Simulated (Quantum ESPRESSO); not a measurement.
# 2H-WSe2, 1 layer, rectangular cell, stepped through strain along the second axis, part 6 of 7

Wanted: a table for 2H-WSe2, 1 layer, rectangular cell against strain along the second axis, and what can be fitted to it.

Quantum ESPRESSO 7.5; plane-wave DFT, PBE, GBRV ultrasoft pseudopotentials.

So far. Step 6 (Band structure, -4 %): Along this path the valence top lies between Γ and X and the conduction bottom between S and Y. Step 7 (Relaxing the ions, -3 %): The relaxation lowers the energy by 3 meV an atom.

## Step 9: Relaxing the ions, 3 %

Contents of m7.relax.in:

```
&control
  prefix = 'm7.relax'
  outdir = './out'
  pseudo_dir = './pseudo'
  nstep = 40
  forc_conv_thr = 0.0003
  calculation = 'relax'
  tstress = .true.
/
&system
  ibrav = 0
  nat = 6
  ntyp = 2
  ecutwfc = 50
  ecutrho = 250
  occupations = 'smearing'
  smearing = 'fd'
  degauss = 0.002
/
&electrons
  conv_thr = 1e-09
  mixing_beta = 0.4
  electron_maxstep = 120
  mixing_mode = 'plain'
/
&ions
/
ATOMIC_SPECIES
  Se  78.9710  se_pbe_v1.uspp.F.UPF
  W   183.8400  w_pbe_v1.2.uspp.F.UPF
CELL_PARAMETERS angstrom
  3.31811722800000 0.00000000000000 0.00000000000000
  0.00000000000000 5.91959373243000 0.00000000000000
  0.00000000000000 0.00000000000000 18.74034793400000
ATOMIC_POSITIONS crystal
  Se  0.999999999900 0.333333105300 0.410336045800
  Se  0.500000000000 0.833333114300 0.410336054800
  W   0.000000000000 0.000000387200 0.500000000000
  W   0.500000000000 0.500000507000 0.500000000000
  Se  0.999999999900 0.333333105300 0.589663954200
  Se  0.500000000000 0.833333114300 0.589663945200
K_POINTS automatic
  10 6 1 0 0 0
```

Command:

```console
$ OMP_NUM_THREADS=1 mpirun -n 4 pw.x -nk 4 -in m7.relax.in > m7.relax.out
```

What it wrote:

```text
[banner, memory and clock lines left out]
Program PWSCF v.7.5 starts
[...]
Message from routine setup:
[...]
number of electrons       =        52.00
     number of Kohn-Sham states=           31
     kinetic-energy cutoff     =      50.0000  Ry
     charge density cutoff     =     250.0000  Ry
[...]
number of k points=    24  Fermi-Dirac smearing, width (Ry)=  0.0020
[...]
Dense  grid:   165785 G-vectors     FFT dimensions: (  32,  60, 180)
[...]
negative rho (up, down):  1.303E-01 0.000E+00
     Starting wfcs are   42 randomized atomic wfcs
[...]
negative rho (up, down):  1.333E-01 0.000E+00
[...]
estimated scf accuracy    <       0.14354214 Ry
[...]
negative rho (up, down):  1.363E-01 0.000E+00
[...]
estimated scf accuracy    <       0.02045375 Ry
[...]
negative rho (up, down):  1.372E-01 0.000E+00
[...]
estimated scf accuracy    <       0.01242561 Ry
[...]
negative rho (up, down):  1.389E-01 0.000E+00
[...]
estimated scf accuracy    <       0.00173275 Ry
[...]
negative rho (up, down):  1.390E-01 0.000E+00
[...]
estimated scf accuracy    <       0.00077087 Ry
[...]
negative rho (up, down):  1.390E-01 0.000E+00
[...]
estimated scf accuracy    <       0.00010384 Ry
[...]
negative rho (up, down):  1.389E-01 0.000E+00
[...]
estimated scf accuracy    <       0.00006766 Ry
[...]
negative rho (up, down):  1.389E-01 0.000E+00
[...]
estimated scf accuracy    <       0.00000236 Ry
[...]
negative rho (up, down):  1.389E-01 0.000E+00
[...]
estimated scf accuracy    <       0.00000207 Ry
[...]
negative rho (up, down):  1.388E-01 0.000E+00
[...]
estimated scf accuracy    <       0.00000052 Ry
[...]
negative rho (up, down):  1.388E-01 0.000E+00
[...]
estimated scf accuracy    <          4.8E-09 Ry
[...]
negative rho (up, down):  1.388E-01 0.000E+00
[...]
estimated scf accuracy    <          7.3E-09 Ry
[...]
negative rho (up, down):  1.388E-01 0.000E+00
[...]
the Fermi energy is     0.9167 ev
!    total energy              =    -492.93438622 Ry
     estimated scf accuracy    <          7.6E-11 Ry
     smearing contrib. (-TS)   =      -0.00000000 Ry
     internal energy E=F+TS    =    -492.93438622 Ry
[...]
one-electron contribution =   -1754.50832675 Ry
     hartree contribution      =     878.29934209 Ry
     xc contribution           =    -201.22002398 Ry
     ewald contribution        =     584.49462241 Ry
     convergence has been achieved in  13 iterations
     negative rho (up, down):  1.388E-01 0.000E+00
[...]
Total force =     0.025405     Total SCF correction =     0.000008
[...]
negative rho (up, down):  1.388E-01 0.000E+00
[...]
negative rho (up, down):  1.387E-01 0.000E+00
[...]
negative rho (up, down):  1.387E-01 0.000E+00
[...]
estimated scf accuracy    <       0.00003262 Ry
[...]
negative rho (up, down):  1.387E-01 0.000E+00
[...]
estimated scf accuracy    <       0.00003973 Ry
[...]
negative rho (up, down):  1.387E-01 0.000E+00
[...]
estimated scf accuracy    <       0.00000190 Ry
[...]
negative rho (up, down):  1.387E-01 0.000E+00
[...]
estimated scf accuracy    <       0.00000119 Ry
[...]
negative rho (up, down):  1.387E-01 0.000E+00
[...]
estimated scf accuracy    <       0.00000029 Ry
[...]
negative rho (up, down):  1.387E-01 0.000E+00
[...]
estimated scf accuracy    <       0.00000004 Ry
[...]
negative rho (up, down):  1.387E-01 0.000E+00
[...]
estimated scf accuracy    <          3.6E-09 Ry
[...]
negative rho (up, down):  1.387E-01 0.000E+00
[...]
the Fermi energy is     0.9253 ev
!    total energy              =    -492.93491892 Ry
     estimated scf accuracy    <          2.3E-10 Ry
     smearing contrib. (-TS)   =      -0.00000000 Ry
     internal energy E=F+TS    =    -492.93491892 Ry
[...]
one-electron contribution =   -1757.28830466 Ry
     hartree contribution      =     879.68177343 Ry
     xc contribution           =    -201.23891161 Ry
     ewald contribution        =     585.91052393 Ry
     convergence has been achieved in   8 iterations
     negative rho (up, down):  1.387E-01 0.000E+00
[...]
Total force =     0.016554     Total SCF correction =     0.000038
[...]
negative rho (up, down):  1.387E-01 0.000E+00
[...]
negative rho (up, down):  1.386E-01 0.000E+00
[...]
negative rho (up, down):  1.386E-01 0.000E+00
[...]
estimated scf accuracy    <       0.00003974 Ry
[...]
negative rho (up, down):  1.386E-01 0.000E+00
[...]
estimated scf accuracy    <       0.00004769 Ry
[...]
negative rho (up, down):  1.386E-01 0.000E+00
[...]
estimated scf accuracy    <       0.00000218 Ry
[...]
negative rho (up, down):  1.386E-01 0.000E+00
[...]
estimated scf accuracy    <       0.00000137 Ry
[...]
negative rho (up, down):  1.386E-01 0.000E+00
[...]
estimated scf accuracy    <       0.00000017 Ry
[...]
negative rho (up, down):  1.386E-01 0.000E+00
[...]
estimated scf accuracy    <       0.00000007 Ry
[...]
negative rho (up, down):  1.386E-01 0.000E+00
[...]
estimated scf accuracy    <          4.4E-09 Ry
[...]
negative rho (up, down):  1.386E-01 0.000E+00
[...]
estimated scf accuracy    <          1.5E-09 Ry
[...]
negative rho (up, down):  1.386E-01 0.000E+00
[...]
estimated scf accuracy    <          3.5E-10 Ry
[...]
negative rho (up, down):  1.386E-01 0.000E+00
[...]
the Fermi energy is     0.9340 ev
!    total energy              =    -492.93524109 Ry
     estimated scf accuracy    <          4.0E-11 Ry
     smearing contrib. (-TS)   =      -0.00000000 Ry
     internal energy E=F+TS    =    -492.93524109 Ry
[...]
one-electron contribution =   -1760.38917070 Ry
     hartree contribution      =     881.22399677 Ry
     xc contribution           =    -201.26023939 Ry
     ewald contribution        =     587.49017223 Ry
     convergence has been achieved in  10 iterations
     negative rho (up, down):  1.386E-01 0.000E+00
[...]
Total force =     0.007089     Total SCF correction =     0.000013
[...]
negative rho (up, down):  1.386E-01 0.000E+00
[...]
negative rho (up, down):  1.384E-01 0.000E+00
[...]
negative rho (up, down):  1.384E-01 0.000E+00
[...]
estimated scf accuracy    <       0.00002271 Ry
[...]
negative rho (up, down):  1.384E-01 0.000E+00
[...]
estimated scf accuracy    <       0.00002743 Ry
[...]
negative rho (up, down):  1.384E-01 0.000E+00
[...]
estimated scf accuracy    <       0.00000119 Ry
[...]
negative rho (up, down):  1.384E-01 0.000E+00
[...]
estimated scf accuracy    <       0.00000079 Ry
[...]
negative rho (up, down):  1.384E-01 0.000E+00
[...]
estimated scf accuracy    <       0.00000019 Ry
[...]
negative rho (up, down):  1.384E-01 0.000E+00
[...]
estimated scf accuracy    <       0.00000002 Ry
[...]
negative rho (up, down):  1.384E-01 0.000E+00
[...]
estimated scf accuracy    <          2.0E-09 Ry
[...]
negative rho (up, down):  1.384E-01 0.000E+00
[...]
estimated scf accuracy    <          1.7E-10 Ry
[...]
negative rho (up, down):  1.384E-01 0.000E+00
[...]
estimated scf accuracy    <          6.1E-11 Ry
[...]
negative rho (up, down):  1.384E-01 0.000E+00
[...]
the Fermi energy is     0.9408 ev
!    total energy              =    -492.93531287 Ry
     estimated scf accuracy    <          5.2E-12 Ry
     smearing contrib. (-TS)   =      -0.00000000 Ry
     internal energy E=F+TS    =    -492.93531287 Ry
[...]
one-electron contribution =   -1762.77135158 Ry
     hartree contribution      =     882.40846252 Ry
     xc contribution           =    -201.27679813 Ry
     ewald contribution        =     588.70437433 Ry
     convergence has been achieved in  10 iterations
     negative rho (up, down):  1.384E-01 0.000E+00
[...]
Total force =     0.001163     Total SCF correction =     0.000004
[...]
negative rho (up, down):  1.384E-01 0.000E+00
[...]
negative rho (up, down):  1.384E-01 0.000E+00
[...]
negative rho (up, down):  1.384E-01 0.000E+00
[...]
estimated scf accuracy    <       0.00000003 Ry
[...]
negative rho (up, down):  1.384E-01 0.000E+00
[...]
estimated scf accuracy    <       0.00000001 Ry
[...]
negative rho (up, down):  1.384E-01 0.000E+00
[...]
estimated scf accuracy    <          6.6E-09 Ry
[...]
negative rho (up, down):  1.384E-01 0.000E+00
[...]
estimated scf accuracy    <          3.5E-10 Ry
[...]
negative rho (up, down):  1.384E-01 0.000E+00
[...]
estimated scf accuracy    <          7.3E-10 Ry
[...]
negative rho (up, down):  1.384E-01 0.000E+00
[...]
estimated scf accuracy    <          1.0E-10 Ry
[...]
negative rho (up, down):  1.384E-01 0.000E+00
[...]
the Fermi energy is     0.9414 ev
!    total energy              =    -492.93531385 Ry
     estimated scf accuracy    <          5.2E-12 Ry
     smearing contrib. (-TS)   =      -0.00000000 Ry
     internal energy E=F+TS    =    -492.93531385 Ry
[...]
one-electron contribution =   -1762.81253305 Ry
     hartree contribution      =     882.42893752 Ry
     xc contribution           =    -201.27711612 Ry
     ewald contribution        =     588.72539779 Ry
     convergence has been achieved in   7 iterations
     negative rho (up, down):  1.384E-01 0.000E+00
[...]
Total force =     0.000574     Total SCF correction =     0.000004
[...]
negative rho (up, down):  1.384E-01 0.000E+00
[...]
negative rho (up, down):  1.385E-01 0.000E+00
[...]
negative rho (up, down):  1.385E-01 0.000E+00
[...]
estimated scf accuracy    <       0.00000003 Ry
[...]
negative rho (up, down):  1.385E-01 0.000E+00
[...]
estimated scf accuracy    <       0.00000002 Ry
[...]
negative rho (up, down):  1.385E-01 0.000E+00
[...]
estimated scf accuracy    <          7.0E-09 Ry
[...]
negative rho (up, down):  1.385E-01 0.000E+00
[...]
estimated scf accuracy    <          2.6E-09 Ry
[...]
negative rho (up, down):  1.385E-01 0.000E+00
[...]
estimated scf accuracy    <          2.2E-10 Ry
[...]
negative rho (up, down):  1.385E-01 0.000E+00
[...]
estimated scf accuracy    <          6.8E-11 Ry
[...]
negative rho (up, down):  1.385E-01 0.000E+00
[...]
the Fermi energy is     0.9420 ev
!    total energy              =    -492.93531417 Ry
     estimated scf accuracy    <          2.2E-12 Ry
     smearing contrib. (-TS)   =      -0.00000000 Ry
     internal energy E=F+TS    =    -492.93531417 Ry
[...]
one-electron contribution =   -1762.85856534 Ry
     hartree contribution      =     882.45181831 Ry
     xc contribution           =    -201.27746746 Ry
     ewald contribution        =     588.74890032 Ry
     convergence has been achieved in   7 iterations
     negative rho (up, down):  1.385E-01 0.000E+00
[...]
Total force =     0.000001     Total SCF correction =     0.000003
[...]
negative rho (up, down):  1.385E-01 0.000E+00
[...]
```

Run time: 7.9 min. Hardware: 4 MPI ranks of Arm Neoverse V1, shared host; peak memory 1.8 GiB.

Relaxation path:

```
step  energy less that of the first step (eV)  largest force (eV/Å)
   1                                   0.0000                0.3064
   2                                  -0.0072                0.2041
   3                                  -0.0116                0.0902
   4                                  -0.0126                0.0168
   5                                  -0.0126                0.0083
   6                                  -0.0126                0.0000
```

The atoms that moved most (Å):

```
atom     dx      dy      dz  length
 Se1  0.000  -0.004   0.018   0.019
 Se5  0.000  -0.004  -0.018   0.019
 Se6  0.000  -0.004  -0.018   0.019
 Se2  0.000  -0.004   0.018   0.019
  W4  0.000   0.007   0.000   0.007
  W3  0.000   0.007   0.000   0.007
```

Final coordinates:

```xyz
6
Lattice="3.3181 0.0000 0.0000 0.0000 5.9196 0.0000 0.0000 0.0000 18.7403" Properties=species:S:1:pos:R:3
Se    3.3181    1.9697    7.7081
Se    1.6591    4.9295    7.7081
W     0.0000    0.0071    9.3702
W     1.6591    2.9669    9.3702
Se    3.3181    1.9697   11.0322
Se    1.6591    4.9295   11.0322
```

The relaxation lowers the energy by 2 meV an atom.

This step gave:

| Property | Result |
| --- | --- |
| free energy | -6706.7266 eV |
| Fermi energy | 0.942 eV |

## Step 10: SCF with pw.x, 3 %

Contents of m7.scf.in:

```
&control
  prefix = 'm7.scf'
  outdir = './out'
  pseudo_dir = './pseudo'
  calculation = 'scf'
  tprnfor = .true.
/
&system
  ibrav = 0
  nat = 6
  ntyp = 2
  ecutwfc = 40
  ecutrho = 200
  occupations = 'smearing'
  smearing = 'fd'
  degauss = 0.002
  nbnd = 30
/
&electrons
  conv_thr = 1e-09
  mixing_beta = 0.4
  electron_maxstep = 120
  mixing_mode = 'plain'
/
ATOMIC_SPECIES
  Se  78.9710  se_pbe_v1.uspp.F.UPF
  W   183.8400  w_pbe_v1.2.uspp.F.UPF
CELL_PARAMETERS angstrom
  3.31811722800000 0.00000000000000 0.00000000000000
  0.00000000000000 5.91959373243000 0.00000000000000
  0.00000000000000 0.00000000000000 18.74034793400000
ATOMIC_POSITIONS crystal
  Se  0.999999999900 0.332735424200 0.411310495100
  Se  0.500000000000 0.832735474100 0.411310419800
  W   0.000000000000 0.001195653500 0.500000000000
  W   0.500000000000 0.501195883400 0.500000000000
  Se  0.999999999900 0.332735424200 0.588689504900
  Se  0.500000000000 0.832735474100 0.588689580200
K_POINTS automatic
  10 6 1 0 0 0
```

Command:

```console
$ OMP_NUM_THREADS=1 mpirun -n 4 pw.x -nk 4 -in m7.scf.in > m7.scf.out
```

What it wrote:

```text
[banner, memory and clock lines left out]
Program PWSCF v.7.5 starts
[...]
Message from routine setup:
[...]
number of electrons       =        52.00
     number of Kohn-Sham states=           30
     kinetic-energy cutoff     =      40.0000  Ry
     charge density cutoff     =     200.0000  Ry
[...]
number of k points=    24  Fermi-Dirac smearing, width (Ry)=  0.0020
[...]
Dense  grid:   118597 G-vectors     FFT dimensions: (  30,  54, 160)
[...]
negative rho (up, down):  1.342E-01 0.000E+00
     Starting wfcs are   42 randomized atomic wfcs
[...]
negative rho (up, down):  1.365E-01 0.000E+00
[...]
estimated scf accuracy    <       0.14188915 Ry
[...]
negative rho (up, down):  1.389E-01 0.000E+00
[...]
estimated scf accuracy    <       0.02087518 Ry
[...]
negative rho (up, down):  1.397E-01 0.000E+00
[...]
estimated scf accuracy    <       0.01240622 Ry
[...]
negative rho (up, down):  1.411E-01 0.000E+00
[...]
estimated scf accuracy    <       0.00159091 Ry
[...]
negative rho (up, down):  1.411E-01 0.000E+00
[...]
estimated scf accuracy    <       0.00129724 Ry
[...]
negative rho (up, down):  1.411E-01 0.000E+00
[...]
estimated scf accuracy    <       0.00002795 Ry
[...]
negative rho (up, down):  1.411E-01 0.000E+00
[...]
estimated scf accuracy    <       0.00008012 Ry
[...]
negative rho (up, down):  1.410E-01 0.000E+00
[...]
estimated scf accuracy    <       0.00000960 Ry
[...]
negative rho (up, down):  1.410E-01 0.000E+00
[...]
estimated scf accuracy    <       0.00001102 Ry
[...]
negative rho (up, down):  1.410E-01 0.000E+00
[...]
estimated scf accuracy    <       0.00000167 Ry
[...]
negative rho (up, down):  1.410E-01 0.000E+00
[...]
estimated scf accuracy    <       0.00000003 Ry
[...]
negative rho (up, down):  1.410E-01 0.000E+00
[...]
estimated scf accuracy    <       0.00000002 Ry
[...]
negative rho (up, down):  1.410E-01 0.000E+00
[...]
the Fermi energy is     0.8174 ev
!    total energy              =    -492.92487623 Ry
     estimated scf accuracy    <          2.7E-10 Ry
     smearing contrib. (-TS)   =      -0.00000000 Ry
     internal energy E=F+TS    =    -492.92487623 Ry
[...]
one-electron contribution =   -1762.82374509 Ry
     hartree contribution      =     882.42980665 Ry
     xc contribution           =    -201.27983805 Ry
     ewald contribution        =     588.74890026 Ry
     convergence has been achieved in  13 iterations
     negative rho (up, down):  1.410E-01 0.000E+00
[...]
Total force =     0.000287     Total SCF correction =     0.000018
[...]
```

Run time: 69 s. Hardware: 4 MPI ranks; peak memory 1.3 GiB; 4.6 min of CPU time.

This step gave:

* free energy: -6706.5846 eV
* Fermi energy: 0.8174 eV
* valence top, on the run's zero: 0.09097 eV
* conduction bottom, on the run's zero: 1.514 eV
* gap by band count: 1.423 eV

[end of part 6 of 7]

[Logs are printed without paths, hosts, clocks, repeated set-up lines and the standing remarks that a program may print on its own settings, such as how far it seeks lower states.]

[Hosts, paths, dates, database ids (printed as entryN), source tags and the programs' standing remarks are cut or masked in the printed files.]

[Maps of the electrostatic potential energy from Ansatz leave out the sawtooth potential of an applied field or a dipole correction, so their vacuum need not be flat; planar profiles and work functions include it.]
